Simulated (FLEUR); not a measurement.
# Au (P6_3/mmc) in FLEUR: settings compared

One crystal, Au, is run at these levels: SCAN, TPSS; tasks: band structure.

Program: FLEUR MaX-R8.1 (later development tree). These are calculated values, not measurements. Logs are shortened: lines on timing, memory, paths and dates and some standing lists are left out, and cuts for length are marked.

### 1 The crystal as given

It takes space group P6_3/mmc (No. 194, hexagonal). The conventional cell has a = 2.900 Å, b = 2.900 Å, c = 4.880 Å, α = 90.00°, β = 90.00°, γ = 120.00°. Au (site symmetry -6m2) has 12 Au at 2.90 to 2.96 Å as nearest neighbours.

This isn't the form of Au at room conditions, which is fcc.

### 2 Band structure, SCAN

Contents of inp.xml:

```xml
<?xml version="1.0" encoding="UTF-8" standalone="no"?>
<fleurInput fleurInputVersion="0.39">
   <comment>
      Au                                                                                                  
   </comment>
   <calculationSetup>
      <cutoffs Kmax="4.1" Gmax="12.7" GmaxXC="12.7" numbands="0"/>
      <scfLoop itmax="80" minDistance="0.0001" maxIterBroyd="30" imix="Anderson" alpha="0.05" precondParam="0.0" spinf="2.0" sdNocoIR="T"/>
      <coreElectrons ctail="F" frcor="F" kcrel="0" coretail_lmax="0"/>
      <xcFunctional name="LibXC" relativisticCorrections="F">
         <LibXCName exchange="mgga_x_scan" correlation="mgga_c_scan"/>
         <AuxGGA exchange="117" correlation="130"/>
      </xcFunctional>
      <magnetism jspins="1"/>
      <soc l_soc="F" theta="0.0" phi="0.0" spav="F"/>
      <expertModes spex="0" secvar="F"/>
      <geometryOptimization l_f="F" forcealpha="1.0" forcemix="BFGS" epsdisp="0.00001" epsforce="0.00001"/>
      <ldaU l_linMix="F" mixParam="0.05" spinf="1.0"/>
   </calculationSetup>
   <cell>
      <bzIntegration valenceElectrons="38.0" mode="hist" fermiSmearingEnergy="0.00183747">
         <kPointListSelection listName="default-1"/>
         <!-- k-points included here -->
         <xi:include xmlns:xi="http://www.w3.org/2001/XInclude" href="kpts.xml"> </xi:include>
      </bzIntegration>
      <!-- symmetry operations included here -->
      <xi:include xmlns:xi="http://www.w3.org/2001/XInclude" href="sym.xml"> </xi:include>
      <bulkLattice scale="1.0">
         <bravaisMatrix>
            <row-1>    5.4802057613399997     0.0000000000000000     0.0000000000000000</row-1>
            <row-2>   -2.7401028806699999     4.7459974073337650     0.0000000000000000</row-2>
            <row-3>    0.0000000000000000     0.0000000000000000     9.2218634880479993</row-3>
         </bravaisMatrix>
      </bulkLattice>
   </cell>
   <atomSpecies>
      <species name="Gold (Au)" element="Au" atomicNumber="79">
         <mtSphere radius="2.51" gridPoints="839" logIncrement="0.016"/>
         <atomicCutoffs lmax="10" lnonsphr="10"/>
         <electronConfig flipSpins="F">
            <coreConfig>(1s1/2) (2s1/2) (2p1/2) (2p3/2) (3s1/2) (3p1/2) (3p3/2) (4s1/2) (3d3/2) (3d5/2) (4p1/2) (4p3/2) (4d3/2) (4d5/2) (4f5/2) (4f7/2)</coreConfig>
            <valenceConfig>(5s1/2) (5p1/2) (5p3/2) (6s1/2) (5d3/2) (5d5/2)</valenceConfig>
            <stateOccupation state="(6s1/2)" spinUp="0.500000" spinDown="0.500000"/>
         </electronConfig>
         <energyParameters s="6" p="6" d="5" f="5"/>
         <lo type="SCLO" l="0" n="5" eDeriv="0"/>
         <lo type="SCLO" l="1" n="5" eDeriv="0"/>
         <lo type="SCLO" l="1" n="5" eDeriv="1"/>
         <lo type="SCLO" l="2" n="5" eDeriv="2"/>
         <lo type="SCLO" l="3" n="5" eDeriv="2"/>
      </species>
   </atomSpecies>
   <atomGroups>
      <atomGroup species="Gold (Au)">
         <relPos label="                   1">-1.000/3.000 1.000/3.000 1.000/4.000</relPos>
         <relPos label="                   2">1.000/3.000 -1.000/3.000 -1.000/4.000</relPos>
         <force calculate="T" relaxXYZ="TTT"/>
      </atomGroup>
   </atomGroups>
   <output dos="F" band="F" slice="F">
      <checks vchk="F" cdinf="F"/>
      <bandDOS minEnergy="-.5*Htr" maxEnergy="0.5*Htr" sigma="0.015" storeEVData="T"/>
      <vacuumDOS vacdos="F" integ="F" star="F" nstars="0" locx1="0.0" locy1="0.0" locx2="0.0" locy2="0.0" nstm="0" tworkf="0.0"/>
      <unfoldingBand unfoldBand="F" supercellX="1" supercellY="1" supercellZ="1"/>
      <plotting iplot="0" polar="F">
         <plot TwoD="T" vec1="  1.0  0.0  0.0" vec2="  0.0  1.0  0.0" vec3="  0.0  0.0  1.0" zero="  0.0  0.0  0.0" file="plot"/>
      </plotting>
      <chargeDensitySlicing numkpt="0" minEigenval="0.0" maxEigenval="0.0" nnne="0" pallst="F"/>
      <specialOutput eonly="F"/>
      <moessbauerParams electricFieldGradient="T" isomerShift="T" coreHyperfine="T" valenceHyperfine="T"/>
      <magneticCircularDichroism mcd="F" energyLo="-10.0" energyUp="0.0"/>
   </output>
  <!-- We include the file relax.xml here to enable relaxations (see documentation) -->
  <xi:include xmlns:xi="http://www.w3.org/2001/XInclude" href="relax.xml"> <xi:fallback/> </xi:include>
</fleurInput>
```

Contents of crystal.txt:

```
Au
&input cartesian=F /
2.9000000000  0.0000000000  0.0000000000
-1.4500000000  2.5114736710  0.0000000000
0.0000000000  0.0000000000  4.8800000000
1.8897261246
1.0 1.0 1.0

2
79 0.6666666666  0.3333333332  0.2500000000
79 0.3333333332  0.6666666666  0.7500000000

&kpt div1=11 div2=11 div3=6 gamma=T /
```

Contents of inp.xml (bands):

```
<?xml version="1.0" encoding="UTF-8" standalone="no"?>
<fleurInput fleurInputVersion="0.39">
   <comment>
      Au                                                                                                  
   </comment>
   <calculationSetup>
      <cutoffs Kmax="4.1" Gmax="12.7" GmaxXC="12.7" numbands="0"/>
      <scfLoop itmax="80" minDistance="0.0001" maxIterBroyd="30" imix="Anderson" alpha="0.05" precondParam="0.0" spinf="2.0" sdNocoIR="T"/>
      <coreElectrons ctail="F" frcor="F" kcrel="0" coretail_lmax="0"/>
      <xcFunctional name="LibXC" relativisticCorrections="F">
         <LibXCName exchange="mgga_x_scan" correlation="mgga_c_scan"/>
         <AuxGGA exchange="117" correlation="130"/>
      </xcFunctional>
      <magnetism jspins="1"/>
      <soc l_soc="F" theta="0.0" phi="0.0" spav="F"/>
      <expertModes spex="0" secvar="F"/>
      <geometryOptimization l_f="F" forcealpha="1.0" forcemix="BFGS" epsdisp="0.00001" epsforce="0.00001"/>
      <ldaU l_linMix="F" mixParam="0.05" spinf="1.0"/>
   </calculationSetup>
   <cell>
      <bzIntegration valenceElectrons="38.0" mode="hist" fermiSmearingEnergy="0.00183747">
         <kPointListSelection listName="path-1"/>
         <!-- k-points included here -->
         <xi:include xmlns:xi="http://www.w3.org/2001/XInclude" href="kpts.xml"> </xi:include>
      </bzIntegration>
      <!-- symmetry operations included here -->
      <xi:include xmlns:xi="http://www.w3.org/2001/XInclude" href="sym.xml"> </xi:include>
      <bulkLattice scale="1.0">
         <bravaisMatrix>
            <row-1>    5.4802057613399997     0.0000000000000000     0.0000000000000000</row-1>
            <row-2>   -2.7401028806699999     4.7459974073337650     0.0000000000000000</row-2>
            <row-3>    0.0000000000000000     0.0000000000000000     9.2218634880479993</row-3>
         </bravaisMatrix>
      </bulkLattice>
   </cell>
   <atomSpecies>
      <species name="Gold (Au)" element="Au" atomicNumber="79">
         <mtSphere radius="2.51" gridPoints="839" logIncrement="0.016"/>
         <atomicCutoffs lmax="10" lnonsphr="10"/>
         <electronConfig flipSpins="F">
            <coreConfig>(1s1/2) (2s1/2) (2p1/2) (2p3/2) (3s1/2) (3p1/2) (3p3/2) (4s1/2) (3d3/2) (3d5/2) (4p1/2) (4p3/2) (4d3/2) (4d5/2) (4f5/2) (4f7/2)</coreConfig>
            <valenceConfig>(5s1/2) (5p1/2) (5p3/2) (6s1/2) (5d3/2) (5d5/2)</valenceConfig>
            <stateOccupation state="(6s1/2)" spinUp="0.500000" spinDown="0.500000"/>
         </electronConfig>
         <energyParameters s="6" p="6" d="5" f="5"/>
         <lo type="SCLO" l="0" n="5" eDeriv="0"/>
         <lo type="SCLO" l="1" n="5" eDeriv="0"/>
         <lo type="SCLO" l="1" n="5" eDeriv="1"/>
         <lo type="SCLO" l="2" n="5" eDeriv="2"/>
         <lo type="SCLO" l="3" n="5" eDeriv="2"/>
      </species>
   </atomSpecies>
   <atomGroups>
      <atomGroup species="Gold (Au)">
         <relPos label="                   1">-1.000/3.000 1.000/3.000 1.000/4.000</relPos>
         <relPos label="                   2">1.000/3.000 -1.000/3.000 -1.000/4.000</relPos>
         <force calculate="T" relaxXYZ="TTT"/>
      </atomGroup>
   </atomGroups>
   <output dos="F" band="T" slice="F">
      <checks vchk="F" cdinf="F"/>
      <bandDOS minEnergy="-.5*Htr" maxEnergy="0.5*Htr" sigma="0.015" storeEVData="T"/>
      <vacuumDOS vacdos="F" integ="F" star="F" nstars="0" locx1="0.0" locy1="0.0" locx2="0.0" locy2="0.0" nstm="0" tworkf="0.0"/>
      <unfoldingBand unfoldBand="F" supercellX="1" supercellY="1" supercellZ="1"/>
      <plotting iplot="0" polar="F">
         <plot TwoD="T" vec1="  1.0  0.0  0.0" vec2="  0.0  1.0  0.0" vec3="  0.0  0.0  1.0" zero="  0.0  0.0  0.0" file="plot"/>
      </plotting>
      <chargeDensitySlicing numkpt="0" minEigenval="0.0" maxEigenval="0.0" nnne="0" pallst="F"/>
      <specialOutput eonly="F"/>
      <moessbauerParams electricFieldGradient="T" isomerShift="T" coreHyperfine="T" valenceHyperfine="T"/>
      <magneticCircularDichroism mcd="F" energyLo="-10.0" energyUp="0.0"/>
   </output>
  <!-- We include the file relax.xml here to enable relaxations (see documentation) -->
  <xi:include xmlns:xi="http://www.w3.org/2001/XInclude" href="relax.xml"> <xi:fallback/> </xi:include>
</fleurInput>
```

Potentials or basis: all-electron, FLAPW.

On the command line:

```bash
inpgen -f crystal.txt -profile fastHighL
# inp.xml edited to the form shown
fleur_MPI
fleur_MPI   # second run, on inp.xml (bands)
```

Output:

```text
Welcome to FLEUR        (www.flapw.de)
      MaX-Release 8.1          (www.max-centre.eu)
 func_ids         267         263         267         263
 MetaGGA potential functional detected - V_tau will be computed
 Auxiliary Potential for radial basis: exchange=         117  correlation=         130
The functional 'SCAN exchange of Sun, Ruzsinszky, and Perdew' is an exchange functional, it belongs to the 'MGGA' family and is defined in the reference(s):
[1] J. Sun, A. Ruzsinszky, and J. P. Perdew.,  Phys. Rev. Lett. 115, 036402 (2015)
The functional 'SCAN correlation of Sun, Ruzsinszky, and Perdew' is a correlation functional, it belongs to the 'MGGA' family and is defined in the reference(s):
[1] J. Sun, A. Ruzsinszky, and J. P. Perdew.,  Phys. Rev. Lett. 115, 036402 (2015)
 Using same functional for VXC and EXC

 ========== k-point set info ==========
 Selected k-point list: default-1
 k-point list type: mesh
 11 x 11 x 6
 Number of k points: 64

 ------------Calculation Setup---------------------------
 Number of MPI-tasks      :            1
 Number of PE/node        :            1
 Number of OMP-threads    :            1
 Most efficient MPI parallelization for:
           1           2           4           8          16          32          64
 Additional eigenvalue parallelization possible
 Number of basis functions:          360
 Approximate size of matrices (H+S) per k-point:         0.002 GB
 --------------------------------------------------------
The functional 'Hammer, Hansen, and Norskov' is an exchange functional, it belongs to the 'GGA' family and is defined in the reference(s):
[1] B. Hammer, L. B. Hansen, and J. K. Nørskov.,  Phys. Rev. B 59, 7413 (1999)
The functional 'Perdew, Burke & Ernzerhof' is a correlation functional, it belongs to the 'GGA' family and is defined in the reference(s):
[1] J. P. Perdew, K. Burke, and M. Ernzerhof.,  Phys. Rev. Lett. 77, 3865 (1996)
[2] J. P. Perdew, K. Burke, and M. Ernzerhof.,  Phys. Rev. Lett. 78, 1396 (1997)
 Using same functional for VXC and EXC
 Using auxiliary GGA potential for the first iteration of MetaGGA calculation.
 Reset of history
 Reset of history
 Iteration:     1   Distance:      65.89471567 me/bohr^3
The functional 'Hammer, Hansen, and Norskov' is an exchange functional, it belongs to the 'GGA' family and is defined in the reference(s):
[1] B. Hammer, L. B. Hansen, and J. K. Nørskov.,  Phys. Rev. B 59, 7413 (1999)
The functional 'Perdew, Burke & Ernzerhof' is a correlation functional, it belongs to the 'GGA' family and is defined in the reference(s):
[1] J. P. Perdew, K. Burke, and M. Ernzerhof.,  Phys. Rev. Lett. 77, 3865 (1996)
[2] J. P. Perdew, K. Burke, and M. Ernzerhof.,  Phys. Rev. Lett. 78, 1396 (1997)
 Using same functional for VXC and EXC
 Iteration:     2   Distance:      62.41033453 me/bohr^3
The functional 'Hammer, Hansen, and Norskov' is an exchange functional, it belongs to the 'GGA' family and is defined in the reference(s):
[1] B. Hammer, L. B. Hansen, and J. K. Nørskov.,  Phys. Rev. B 59, 7413 (1999)
The functional 'Perdew, Burke & Ernzerhof' is a correlation functional, it belongs to the 'GGA' family and is defined in the reference(s):
[1] J. P. Perdew, K. Burke, and M. Ernzerhof.,  Phys. Rev. Lett. 77, 3865 (1996)
[2] J. P. Perdew, K. Burke, and M. Ernzerhof.,  Phys. Rev. Lett. 78, 1396 (1997)
 Using same functional for VXC and EXC
 Iteration:     3   Distance:      59.22970271 me/bohr^3
The functional 'Hammer, Hansen, and Norskov' is an exchange functional, it belongs to the 'GGA' family and is defined in the reference(s):
[1] B. Hammer, L. B. Hansen, and J. K. Nørskov.,  Phys. Rev. B 59, 7413 (1999)
The functional 'Perdew, Burke & Ernzerhof' is a correlation functional, it belongs to the 'GGA' family and is defined in the reference(s):
[1] J. P. Perdew, K. Burke, and M. Ernzerhof.,  Phys. Rev. Lett. 77, 3865 (1996)
[2] J. P. Perdew, K. Burke, and M. Ernzerhof.,  Phys. Rev. Lett. 78, 1396 (1997)
 Using same functional for VXC and EXC
 Iteration:     4   Distance:       9.35170696 me/bohr^3
The functional 'Hammer, Hansen, and Norskov' is an exchange functional, it belongs to the 'GGA' family and is defined in the reference(s):
[1] B. Hammer, L. B. Hansen, and J. K. Nørskov.,  Phys. Rev. B 59, 7413 (1999)
The functional 'Perdew, Burke & Ernzerhof' is a correlation functional, it belongs to the 'GGA' family and is defined in the reference(s):
[1] J. P. Perdew, K. Burke, and M. Ernzerhof.,  Phys. Rev. Lett. 77, 3865 (1996)
[2] J. P. Perdew, K. Burke, and M. Ernzerhof.,  Phys. Rev. Lett. 78, 1396 (1997)
 Using same functional for VXC and EXC
 Iteration:     5   Distance:       2.14397096 me/bohr^3
The functional 'Hammer, Hansen, and Norskov' is an exchange functional, it belongs to the 'GGA' family and is defined in the reference(s):
[... 39 lines left out ...]
 Using same functional for VXC and EXC
 Iteration:    11   Distance:       0.00436046 me/bohr^3
The functional 'Hammer, Hansen, and Norskov' is an exchange functional, it belongs to the 'GGA' family and is defined in the reference(s):
[1] B. Hammer, L. B. Hansen, and J. K. Nørskov.,  Phys. Rev. B 59, 7413 (1999)
The functional 'Perdew, Burke & Ernzerhof' is a correlation functional, it belongs to the 'GGA' family and is defined in the reference(s):
[1] J. P. Perdew, K. Burke, and M. Ernzerhof.,  Phys. Rev. Lett. 77, 3865 (1996)
[2] J. P. Perdew, K. Burke, and M. Ernzerhof.,  Phys. Rev. Lett. 78, 1396 (1997)
 Using same functional for VXC and EXC
 Iteration:    12   Distance:       0.00027194 me/bohr^3
The functional 'Hammer, Hansen, and Norskov' is an exchange functional, it belongs to the 'GGA' family and is defined in the reference(s):
[1] B. Hammer, L. B. Hansen, and J. K. Nørskov.,  Phys. Rev. B 59, 7413 (1999)
The functional 'Perdew, Burke & Ernzerhof' is a correlation functional, it belongs to the 'GGA' family and is defined in the reference(s):
[1] J. P. Perdew, K. Burke, and M. Ernzerhof.,  Phys. Rev. Lett. 77, 3865 (1996)
[2] J. P. Perdew, K. Burke, and M. Ernzerhof.,  Phys. Rev. Lett. 78, 1396 (1997)
 Using same functional for VXC and EXC
 Iteration:    13   Distance:       0.00011381 me/bohr^3
The functional 'Hammer, Hansen, and Norskov' is an exchange functional, it belongs to the 'GGA' family and is defined in the reference(s):
[1] B. Hammer, L. B. Hansen, and J. K. Nørskov.,  Phys. Rev. B 59, 7413 (1999)
The functional 'Perdew, Burke & Ernzerhof' is a correlation functional, it belongs to the 'GGA' family and is defined in the reference(s):
[1] J. P. Perdew, K. Burke, and M. Ernzerhof.,  Phys. Rev. Lett. 77, 3865 (1996)
[2] J. P. Perdew, K. Burke, and M. Ernzerhof.,  Phys. Rev. Lett. 78, 1396 (1997)
 Using same functional for VXC and EXC
 Iteration:    14   Distance:       0.00003577 me/bohr^3

 ********************************************************************
 Run finished successfully
 Stop message:
   all done
 ********************************************************************
```

It took 45 s on 1 thread of Arm Neoverse V2, shared host; peak memory 0.09 GiB.

What came out:

```
Free energy                                           : -1036590.6084 eV
Band gap along the path                               : none (metal or under the smearing width)
Valence electrons inside the program's atomic spheres : Au 17.45 (radii Au 2.51 bohr)
```

Levels at the corners of the path, in eV from the Fermi level:
```csv
point,band 15,band 16,band 17,band 18,band 19,band 20,band 21,band 22,band 23,band 24
Γ,-4.19,-3.53,-3.53,-2.21,-2.21,-0.85,2.51,15.42,16.38,17.52
M,-3.56,-2.00,-1.86,-1.68,0.47,1.57,5.81,7.20,7.44,10.63
K,-3.68,-2.43,-2.43,-2.41,2.31,2.31,4.10,9.72,9.86,9.86
Γ,-4.19,-3.53,-3.53,-2.21,-2.21,-0.85,2.51,15.42,16.38,17.52
A,-4.52,-4.52,-2.66,-2.66,-2.66,-2.66,10.77,10.77,15.64,15.64
L,-2.37,-2.37,-1.75,-1.75,0.64,0.64,3.85,3.85,13.54,13.54
H,-3.66,-3.66,-2.12,-2.12,4.14,4.14,4.77,4.77,6.74,6.74
A,-4.52,-4.52,-2.66,-2.66,-2.66,-2.66,10.77,10.77,15.64,15.64
L,-2.37,-2.37,-1.75,-1.75,0.64,0.64,3.85,3.85,13.54,13.54
M,-3.56,-2.00,-1.86,-1.68,0.47,1.57,5.81,7.20,7.44,10.63
K,-3.68,-2.43,-2.43,-2.41,2.31,2.31,4.10,9.72,9.86,9.86
H,-3.66,-3.66,-2.12,-2.12,4.14,4.14,4.77,4.77,6.74,6.74
```

Core levels (eV from the Fermi level):
```csv
atom,levels
1 Au,"1s1/2 -80656.9, 2s1/2 -14216.9, 2p1/2 -13629.8, 2p3/2 -11794.0, 3s1/2 -3352.9, 3p1/2 -3089.6, 3p3/2 -2684.5, 4s1/2 -725.4, 3d3/2 -2248.8, 3d5/2 -2161.8, 4p1/2 -613.2, 4p3/2 -516.1, 4d3/2 -332.9, 4d5/2 -314.8, 4f5/2 -79.9, 4f7/2 -76.1"
2 Au,"1s1/2 -80656.9, 2s1/2 -14216.9, 2p1/2 -13629.8, 2p3/2 -11794.0, 3s1/2 -3352.9, 3p1/2 -3089.6, 3p3/2 -2684.5, 4s1/2 -725.4, 3d3/2 -2248.8, 3d5/2 -2161.8, 4p1/2 -613.2, 4p3/2 -516.1, 4d3/2 -332.9, 4d5/2 -314.8, 4f5/2 -79.9, 4f7/2 -76.1"
```

Caveat: the meta-GGA is that of a development version, with a GGA for the radial functions and cores and without core tails; spin-orbit coupling is left out, which moves the levels of the heavy elements.

(Continued in part 2 of 2.)
